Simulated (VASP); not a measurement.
Si:

```
Si
1.0
     3.83132    0.00000    0.00000
    -1.91566    3.31802    0.00000
     0.00000    0.00000    6.33262
Si
4
Direct
  0.66667 0.33333 0.93699
  0.33333 0.66667 0.43699
  0.66667 0.33333 0.56301
  0.33333 0.66667 0.06301
```

This isn't the form of Si at room conditions, which is diamond.

Base run:

```yaml
Program: VASP 6.6.1
Functional: HSE06
Potentials_or_basis: VASP PAW PBE potentials, release 64 (Si)
Cutoff: 520 eV
k_mesh: 6 × 6 × 4
Occupations: gaussian, width 0.02 eV
Spin: no spin polarisation
```

Its results: band gap on the k mesh 0.99 eV, indirect (least direct gap 1.71 eV); pressure -0.4 GPa; largest force 0.023 eV/Å.

The run is repeated on the same cell with these changes: functional from HSE06 to PBE0. What comes out?

Band gap on the k mesh 1.65 eV, indirect (least direct gap 2.38 eV); pressure -0.5 GPa; largest force 0.020 eV/Å.

Caveats: the PAW data sets were made with another functional, which shifts forces and pressure a little.
